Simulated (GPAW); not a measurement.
# BP (F-43m) in GPAW: further runs, part 2 of 3

GPAW 26.7.0. The steps go on from the part before.

**3. Eps q, PBEsol (volume scaled by 0.92)**

File run.py:

```python
import numpy as np
from ase.dft.bandgap import bandgap
from ase.io import read, write
from gpaw import GPAW, PW, setup_paths
from gpaw.response.df import DielectricFunction

setup_paths.insert(0, '.')

atoms = read('POSCAR')

calc = GPAW(mode=PW(550),
            xc='PBEsol',
            kpts={'size': (8, 8, 8), 'gamma': True},
            occupations={'name': 'fermi-dirac', 'width': 0.001},
            nbands=11,
            convergence={'density': 1e-06},
            maxiter=150,
            txt='gpaw.txt')
atoms.calc = calc
energy = atoms.get_potential_energy()
calc.write('gs.gpw')
write('result.traj', atoms)
print(f'Energy: {energy:.6f} eV')
print('Fermi level:', round(calc.get_fermi_level(), 4), 'eV')
print(f'Gap: {bandgap(calc)[0]:.4f} eV, direct: {bandgap(calc, direct=True)[0]:.4f} eV')

dense = calc.fixed_density(kpts={'size': (16, 16, 16), 'gamma': True},
                           nbands=30, convergence={'bands': 24},
                           update_fermi_level=True, txt='dense.txt')
dense.write('dense.gpw', mode='all')

df = DielectricFunction('dense.gpw', frequencies=np.array([0.0]), hilbert=False, eta=0.001,
                        ecut=50, nbands=24, txt='df.txt')
for q_c in [[0.0625, 0.0625, 0.0], [0.125, 0.125, 0.0], [0.1875, 0.1875, 0.0], [0.3125, 0.3125, 0.0], [0.5, 0.5, 0.0], [0.75, 0.75, 0.0], [0.9375, 0.9375, 0.0], [0.0625, 0.0, 0.0], [0.125, 0.0, 0.0], [0.1875, 0.0, 0.0], [0.3125, 0.0, 0.0], [0.5, 0.0, 0.0], [0.75, 0.0, 0.0], [0.9375, 0.0, 0.0]]:
    e0, e = df.get_dielectric_function(xc='RPA', q_c=q_c, filename=None)
    q = np.linalg.norm(2 * np.pi * np.array(q_c) @ atoms.cell.reciprocal())
    print(q_c, f'|q| = {q:.4f} 1/A: eps {e0[0].real:.4f} without, {e[0].real:.4f} with local fields')
```

File POSCAR:

```
BP
1.0
    0.0000000000      2.2068040467      2.2068040467
    2.2068040467      0.0000000000      2.2068040467
    2.2068040467      2.2068040467      0.0000000000
P B
1 1
Direct
    0.7500000000      0.7500000000      0.7500000000
    0.0000000000      0.0000000000      0.0000000000
```

Potentials or basis: PAW data sets generated in the run's folder for this functional, pw.

On the command line:

```console
> gpaw-setup -f PBEsol B P
> OMP_NUM_THREADS=1 python run.py
```

gpaw.txt:

```text
__  _  _
 | _ |_)|_||  |
 |__||  | ||/\| - 26.7.0

Input parameters:
  mode=PW(ecut=550.0),
  convergence={'density': 1e-06},
  kpts=MonkhorstPack(size=(8, 8, 8), gamma=True),
  maxiter=150,
  nbands=11,
  occupations=Occupations(name='fermi-dirac', width=0.001),
  xc=XC(name='PBEsol')

Diagonalizing LCAO Hamiltonian
Converting LCAO to pw mode

                 P

       B

Atoms  # Å, Bohr magnetons
|   | symbol |        x |        y |        z |    initial magnetic moments |
|---|--------|----------|----------|----------|-----------------------------|
| 0 |      P | 3.310206 | 3.310206 | 3.310206 | ( 0.0000,  0.0000,  0.0000) |
| 1 |      B | 0.000000 | 0.000000 | 0.000000 | ( 0.0000,  0.0000,  0.0000) |

Unit cell  # Å
| periodic |        x |        y |        z |  lengths |    angles |
|----------|----------|----------|----------|----------|-----------|
|      yes | 0.000000 | 2.206804 | 2.206804 | 3.120892 | 60.000000 |
|      yes | 2.206804 | 0.000000 | 2.206804 | 3.120892 | 60.000000 |
|      yes | 2.206804 | 2.206804 | 0.000000 | 3.120892 | 60.000000 |

Number of symmetries: 24
Symmetry operations  # r_c * U_cc + t_c -> r_c
|    | kind |            matrix            |
|----|------|------------------------------|
|  0 |  E   |  1, 0, 0,  0, 1, 0,  0, 0, 1 |
|  1 |  σ   |  1, 0, 0,  0, 0, 1,  0, 1, 0 |
|  2 |  σ   |  1, 0,-1,  0, 1,-1,  0, 0,-1 |
|  3 |  C3  |  1, 0,-1,  0, 0,-1,  0, 1,-1 |
|  4 |  C3  |  1,-1, 0,  0,-1, 1,  0,-1, 0 |
|  5 |  σ   |  1,-1, 0,  0,-1, 0,  0,-1, 1 |
|  6 |  σ   |  0, 1, 0,  1, 0, 0,  0, 0, 1 |
|  7 |  C3  |  0, 1, 0,  0, 0, 1,  1, 0, 0 |
|  8 |  C2  |  0, 1,-1,  1, 0,-1,  0, 0,-1 |
|  9 |  S4  |  0, 1,-1,  0, 0,-1,  1, 0,-1 |
| 10 |  C3  |  0, 0, 1,  1, 0, 0,  0, 1, 0 |
| 11 |  σ   |  0, 0, 1,  0, 1, 0,  1, 0, 0 |
| 12 |  S4  |  0, 0,-1,  1, 0,-1,  0, 1,-1 |
| 13 |  C3  |  0, 0,-1,  0, 1,-1,  1, 0,-1 |
| 14 |  S4  |  0,-1, 1,  1,-1, 0,  0,-1, 0 |
| 15 |  C2  |  0,-1, 1,  0,-1, 0,  1,-1, 0 |
| 16 |  C3  |  0,-1, 0,  1,-1, 0,  0,-1, 1 |
| 17 |  S4  |  0,-1, 0,  0,-1, 1,  1,-1, 0 |
| 18 |  S4  | -1, 1, 0, -1, 0, 1, -1, 0, 0 |
| 19 |  C3  | -1, 1, 0, -1, 0, 0, -1, 0, 1 |
| 20 |  C3  | -1, 0, 1, -1, 1, 0, -1, 0, 0 |
| 21 |  S4  | -1, 0, 1, -1, 0, 0, -1, 1, 0 |
| 22 |  σ   | -1, 0, 0, -1, 1, 0, -1, 0, 1 |
| 23 |  C2  | -1, 0, 0, -1, 0, 1, -1, 1, 0 |

BZ-sampling:
  Number of BZ points: 512
  Number of IBZ points: 29

  Monkhorst-Pack size: [8, 8, 8]
  Monkhorst-Pack shift: [0.0625, 0.0625, 0.0625]

K-points  # in reciprocal-cell coordinates
|     |                                coordinates |     weight |
|-----|--------------------------------------------|------------|
[... 55 lines left out ...]

  B:
    name:    Boron
    Z:       5.0
    valence: 3
    core:    2
    charge:  0.0  # [|e|]
    compensation charges:
      type: gauss
      rc: 0.20  # [Å]
      lmax: 2
    cutoffs:
      filter: 1.14  # [Å]
      core: 1.42  # [Å]
    projectors
    | kind |    occ | energy [eV] | rcut [Å] |
    |------|--------|-------------|----------|
    |   2s |  2.000 |      -9.361 |    0.635 |
    |   2p |  1.000 |      -3.555 |    0.635 |
    |    s |        |      17.850 |    0.635 |
    |    p |        |      23.657 |    0.635 |
    |    d |        |       0.000 |    0.635 |

    Using partial waves for B as LCAO basis

Reference energy: -9952.749089  # eV

eigensolver:
  PPCG
  Converge bands: occupied
  niter=2

density mixing:
  MSR1-Mixer
  Pratt-step length: 0.05
  Maximum mixing coefficient: 0.75
  Old densities: 10
  SVD Regularization: 0.005
  Good broyden scale: 1.0
  Trust region scale: 1.0
  Backstep threshold: 4.0
  History deletion threshold: 6.0
  Fourier metric: weight=20.0, sigma=0.015

occupation numbers:
  Fermi-Dirac:
    width: 0.0010  # eV

poisson solver:
  ecut: 4400.0  # eV

xc functional:
  name: PBEsol with 2 nearest neighbor stencil

convergence criteria:
- Maximum integral of absolute [dens]ity change: 1e-06 electrons / valence electron
- Maximum [total energy] change in last 3 cyles: 0.0005 eV / valence electron
- Maximum integral of absolute [eigenst]ate change: 4e-08 eV^2 / valence electron
maximum number of iterations: 150

SCF iterations
|iter     | |      energy | eigst |  dens |
|---------|-|-------------|-------|-------|
|iter:   1| |  -14.442859 | +0.13 |       |
|iter:   2| |  -14.299555 | -2.15 | -0.68 |
|iter:   3| |  -13.631605 | -1.47 | -0.72 |
|iter:   4| |  -13.621584 | -2.97 | -1.44 |
|iter:   5| |  -13.621620 | -4.10 | -1.96 |
|iter:   6| |  -13.621652c| -5.50 | -2.60 |
|iter:   7| |  -13.621653c| -7.43c| -3.85 |
|iter:   8| |  -13.621653c| -7.70c| -4.43 |
|iter:   9| |  -13.621653c| -8.84c| -5.68 |
|iter:  10| |  -13.621653c| -9.75c| -6.27c|

Converged in 10 steps
Energy contributions relative to reference atoms: (reference = -9952.749089)

Energy contributions:
  Kinetic:          21.189576
  Coulomb:         -17.635871
  Zero:             -0.033217
  External:          0.000000
  Xc:              -17.142140
  Entropy:          -0.000000
  Spinorbit:         0.000000
  ----------------------------
  Free energy:     -13.621653
  Extrapolated:    -13.621653

dipole moment: (-3.104761, -3.104761, -3.104761)  # |e|*Ang

Fermi level: 9.988
Eigenvalues  # (at kpt = [0.000, 0.000, 0.000])
| band index |      eig [eV] | occ [0-2] |
|------------|---------------|-----------|
|          0 |        -7.001 |     2.000 |
|          1 |         9.249 |     2.000 |
|          2 |         9.249 |     2.000 |
|          3 |         9.249 |     2.000 |
|          4 |        12.754 |     0.000 |
|          5 |        12.754 |     0.000 |
|          6 |        12.754 |     0.000 |
|          7 |        17.921 |     0.000 |
|          8 |        21.155 |     0.000 |
|          9 |        21.484 |     0.000 |
|         10 |        21.484 |     0.000 |

Gap: 1.064 eV
Transition (v -> c):
  (s=0, k=0, n=3, [0.00, 0.00, 0.00]) -> (s=0, k=24, n=4, [0.50, 0.50, 0.00])
Direct/indirect transitions are different
Direct gap: 3.505 eV
Transition at: (s=0, k=0, n=3, [0.00, 0.00, 0.00])
# Writing to gs.gpw (mode='')
```

stdout:

```text
Energy: -13.621653 eV
Fermi level: 9.988 eV
Gap: 1.0643 eV, direct: 3.5052 eV
[0.0625, 0.0625, 0.0] |q| = 0.1779 1/A: eps 9.1803 without, 8.7193 with local fields
[0.125, 0.125, 0.0] |q| = 0.3559 1/A: eps 8.0235 without, 7.5987 with local fields
[0.1875, 0.1875, 0.0] |q| = 0.5338 1/A: eps 6.7056 without, 6.3333 with local fields
[0.3125, 0.3125, 0.0] |q| = 0.8897 1/A: eps 4.5931 without, 4.3126 with local fields
[0.5, 0.5, 0.0] |q| = 1.4236 1/A: eps 2.8880 without, 2.7125 with local fields
[0.75, 0.75, 0.0] |q| = 2.1354 1/A: eps 1.9129 without, 1.8445 with local fields
[0.9375, 0.9375, 0.0] |q| = 2.6692 1/A: eps 1.5505 without, 1.5012 with local fields
[0.0625, 0.0, 0.0] |q| = 0.1541 1/A: eps 9.2127 without, 8.7253 with local fields
[0.125, 0.0, 0.0] |q| = 0.3082 1/A: eps 8.1135 without, 7.6094 with local fields
[0.1875, 0.0, 0.0] |q| = 0.4623 1/A: eps 6.8333 without, 6.3418 with local fields
[0.3125, 0.0, 0.0] |q| = 0.7705 1/A: eps 4.7385 without, 4.3332 with local fields
[0.5, 0.0, 0.0] |q| = 1.2329 1/A: eps 3.0362 without, 2.7985 with local fields
[0.75, 0.0, 0.0] |q| = 1.8493 1/A: eps 2.0790 without, 1.9323 with local fields
[0.9375, 0.0, 0.0] |q| = 2.3116 1/A: eps 1.7252 without, 1.6358 with local fields
```

Wall time 3.5 min (1 thread of Arm Neoverse V1, shared host); peak memory 0.29 GiB.

Results:

| Property | Result |
| --- | --- |
| Free energy | -13.6217 eV |
| Band gap on the k mesh | 1.06 eV, indirect (least direct gap 3.51 eV) |

**4. Second-harmonic response, PBEsol (volume scaled by 0.92)**

File run.py:

```python
import numpy as np
from ase.dft.bandgap import bandgap
from ase.io import read, write
from gpaw import GPAW, PW, setup_paths
from gpaw.nlopt.matrixel import make_nlodata
from gpaw.nlopt.shg import get_shg
from gpaw.nlopt.shift import get_shift

setup_paths.insert(0, '.')

atoms = read('POSCAR')

calc = GPAW(mode=PW(550),
            xc='PBEsol',
            kpts={'size': (8, 8, 8), 'gamma': True},
            occupations={'name': 'fermi-dirac', 'width': 0.05},
            nbands=11,
            convergence={'density': 1e-06},
            maxiter=60,
            txt='gpaw.txt')
atoms.calc = calc
energy = atoms.get_potential_energy()
calc.write('gs.gpw')
write('result.traj', atoms)
print(f'Energy: {energy:.6f} eV')
print('Fermi level:', round(calc.get_fermi_level(), 4), 'eV')
print(f'Gap: {bandgap(calc)[0]:.4f} eV, direct: {bandgap(calc, direct=True)[0]:.4f} eV')

dense = calc.fixed_density(kpts={'size': (5, 5, 5), 'gamma': True},
                           nbands=16, convergence={'bands': 10},
                           symmetry={'point_group': False}, txt='dense.txt')
dense.write('dense.gpw', mode='all')

nlodata = make_nlodata('dense.gpw', nf=10)
freqs = np.linspace(0, 8, 161)
shg, shift = [freqs], [freqs]
for pol in ['xyz']:
    chi = get_shg(nlodata, freqs=freqs, eta=0.02, pol=pol, gauge='lg', out_name=f'shg_{pol}.npy')[1] * 1e12  # pm/V
    sigma = get_shift(nlodata, freqs=freqs, eta=0.02, pol=pol, out_name=f'shift_{pol}.npy')[1] * 1e6  # uA/V^2
    shg += [chi.real, chi.imag]
    shift += [sigma.real]
    print(f'chi(2) {pol} at zero frequency: {chi[0].real:.3f} pm/V')
np.savetxt('shg.dat', np.array(shg).T, fmt='%.3f')
np.savetxt('shift.dat', np.array(shift).T, fmt='%.3f')
```

POSCAR is that of step 3.

Potentials or basis: PAW data sets generated in the run's folder for this functional, pw.

On the command line:

```console
> gpaw-setup -f PBEsol B P
> OMP_NUM_THREADS=1 python run.py
```

gpaw.txt:

```text
__  _  _
 | _ |_)|_||  |
 |__||  | ||/\| - 26.7.0

Input parameters:
  mode=PW(ecut=550.0),
  convergence={'density': 1e-06},
  kpts=MonkhorstPack(size=(8, 8, 8), gamma=True),
  maxiter=60,
  nbands=11,
  occupations=Occupations(name='fermi-dirac', width=0.05),
  xc=XC(name='PBEsol')

Diagonalizing LCAO Hamiltonian
Converting LCAO to pw mode

                 P

       B

Atoms  # Å, Bohr magnetons
|   | symbol |        x |        y |        z |    initial magnetic moments |
|---|--------|----------|----------|----------|-----------------------------|
| 0 |      P | 3.310206 | 3.310206 | 3.310206 | ( 0.0000,  0.0000,  0.0000) |
| 1 |      B | 0.000000 | 0.000000 | 0.000000 | ( 0.0000,  0.0000,  0.0000) |

Unit cell  # Å
| periodic |        x |        y |        z |  lengths |    angles |
|----------|----------|----------|----------|----------|-----------|
|      yes | 0.000000 | 2.206804 | 2.206804 | 3.120892 | 60.000000 |
|      yes | 2.206804 | 0.000000 | 2.206804 | 3.120892 | 60.000000 |
|      yes | 2.206804 | 2.206804 | 0.000000 | 3.120892 | 60.000000 |

Number of symmetries: 24
Symmetry operations  # r_c * U_cc + t_c -> r_c
|    | kind |            matrix            |
|----|------|------------------------------|
|  0 |  E   |  1, 0, 0,  0, 1, 0,  0, 0, 1 |
|  1 |  σ   |  1, 0, 0,  0, 0, 1,  0, 1, 0 |
|  2 |  σ   |  1, 0,-1,  0, 1,-1,  0, 0,-1 |
|  3 |  C3  |  1, 0,-1,  0, 0,-1,  0, 1,-1 |
|  4 |  C3  |  1,-1, 0,  0,-1, 1,  0,-1, 0 |
|  5 |  σ   |  1,-1, 0,  0,-1, 0,  0,-1, 1 |
|  6 |  σ   |  0, 1, 0,  1, 0, 0,  0, 0, 1 |
|  7 |  C3  |  0, 1, 0,  0, 0, 1,  1, 0, 0 |
[... 127 lines left out ...]
  Fermi-Dirac:
    width: 0.0500  # eV

poisson solver:
  ecut: 4400.0  # eV

xc functional:
  name: PBEsol with 2 nearest neighbor stencil

convergence criteria:
- Maximum integral of absolute [dens]ity change: 1e-06 electrons / valence electron
- Maximum [total energy] change in last 3 cyles: 0.0005 eV / valence electron
- Maximum integral of absolute [eigenst]ate change: 4e-08 eV^2 / valence electron
maximum number of iterations: 60

SCF iterations
|iter     | |      energy | eigst |  dens |
|---------|-|-------------|-------|-------|
|iter:   1| |  -14.442859 | +0.13 |       |
|iter:   2| |  -14.299555 | -2.15 | -0.68 |
|iter:   3| |  -13.631605 | -1.47 | -0.72 |
|iter:   4| |  -13.621584 | -2.97 | -1.44 |
|iter:   5| |  -13.621620 | -4.10 | -1.96 |
|iter:   6| |  -13.621652c| -5.50 | -2.60 |
|iter:   7| |  -13.621652c| -7.43c| -3.85 |
|iter:   8| |  -13.621652c| -7.70c| -4.43 |
|iter:   9| |  -13.621652c| -8.84c| -5.68 |
|iter:  10| |  -13.621652c| -9.75c| -6.27c|

Converged in 10 steps
Energy contributions relative to reference atoms: (reference = -9952.749089)

Energy contributions:
  Kinetic:          21.189572
  Coulomb:         -17.635868
  Zero:             -0.033217
  External:          0.000000
  Xc:              -17.142139
  Entropy:          -0.000001
  Spinorbit:         0.000000
  ----------------------------
  Free energy:     -13.621653
  Extrapolated:    -13.621652

dipole moment: (-3.104761, -3.104761, -3.104761)  # |e|*Ang

Fermi level: 9.756
Eigenvalues  # (at kpt = [0.000, 0.000, 0.000])
| band index |      eig [eV] | occ [0-2] |
|------------|---------------|-----------|
|          0 |        -7.001 |     2.000 |
|          1 |         9.249 |     2.000 |
|          2 |         9.249 |     2.000 |
|          3 |         9.249 |     2.000 |
|          4 |        12.754 |     0.000 |
|          5 |        12.754 |     0.000 |
|          6 |        12.754 |     0.000 |
|          7 |        17.921 |     0.000 |
|          8 |        21.155 |     0.000 |
|          9 |        21.484 |     0.000 |
|         10 |        21.484 |     0.000 |

Gap: 1.064 eV
Transition (v -> c):
  (s=0, k=0, n=3, [0.00, 0.00, 0.00]) -> (s=0, k=24, n=4, [0.50, 0.50, 0.00])
Direct/indirect transitions are different
Direct gap: 3.505 eV
Transition at: (s=0, k=0, n=3, [0.00, 0.00, 0.00])
# Writing to gs.gpw (mode='')
```

stdout:

```text
Energy: -13.621652 eV
Fermi level: 9.7564 eV
Gap: 1.0643 eV, direct: 3.5052 eV
Calculating momentum matrix elements for spin channel 0.

Calculation in the lg gauge for element xyz.

Calculation for element xyz.

chi(2) xyz at zero frequency: 26.643 pm/V
```

dense.txt:

```text
Diagonalizing LCAO Hamiltonian
Converting LCAO to pw mode
convergence criteria:
- Maximum integral of absolute [eigenst]ate change: 4e-08 eV^2 / valence electron
maximum number of iterations: 60

SCF iterations
|iter     | |      energy | eigst |  dens |
|---------|-|-------------|-------|-------|
|iter:   1| |             | +2.09 |       |
|iter:   2| |             | +1.01 |       |
|iter:   3| |             | -0.89 |       |
|iter:   4| |             | -2.82 |       |
|iter:   5| |             | -4.65 |       |
|iter:   6| |             | -6.61 |       |
|iter:   7| |             | -8.03c|       |
SCF steps: 7
  __  _  _
 | _ |_)|_||  |
 |__||  | ||/\| - 26.7.0

Input parameters:
  mode=PW(ecut=550.0),
  convergence={'bands': 10},
  gpts=array([18, 18, 18]),
  kpts=MonkhorstPack(size=(5, 5, 5), gamma=True),
  maxiter=60,
  nbands=16,
  occupations=Occupations(name='fermi-dirac', width=0.05),
  symmetry=Symmetry(point_group=False),
  xc=XC(name='PBEsol')
# Writing to dense.gpw (mode='all')
```

It took 18 s on 1 thread of Arm Neoverse V1, shared host; peak memory 0.16 GiB.

These settings aren't checked as converged: the numbers below hold their error.

Results:

```
Free energy            : -13.6217 eV
Band gap on the k mesh : 1.06 eV, indirect (least direct gap 3.51 eV)
```

Caveat: the k mesh is coarse (spacing up to 0.49 Å⁻¹), so the values aren't converged; independent particles: no local fields, no excitons, no shift of the gap; the long-wavelength limit can be off by a per cent or two; an odd mesh through Γ misses points on the zone boundary, where band edges often lie.

(Part 2 of 3 ends here.)
